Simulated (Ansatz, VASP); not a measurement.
S: VASP beside Ansatz

```
S
1.0
     3.88855    0.00000    0.00000
    -1.94427    3.36758    0.00000
     0.00000    0.00000    6.54266
S
2
Direct
  0.66667 0.33333 0.45403
  0.33333 0.66667 0.54597
```

Alike in both runs: functional PBE; k mesh 6 × 6 × 4; occupations gaussian, width 0.1 eV; no spin polarisation.

Ansatz relaxed the structure, and its values are those at the end. VASP's run is a single point on that final structure, the one shown.

|  | VASP | Ansatz |
| --- | --- | --- |
| version | VASP 6.6.1 | Ansatz 0.2.0 |
| potentials or method | VASP PAW PBE potentials, release 64 (S) | scalar-relativistic, plane waves, PAW |
| plane-wave cutoff (eV) | 520 | 420 |
| valence electrons in the cell | 12 | 12 |

```csv
,VASP,Ansatz,Ansatz less VASP
gap on the k mesh at the Fermi level (eV),none,none,-
pressure (GPa),0.0,0.1,+0.08
rms of the force components (eV/Å),0.031,0.020,-0.0116
```

A gap of «none» marks a metal or a gap that the smearing closes. The functional is the same, so the differences come from potentials, cutoffs and numerics.
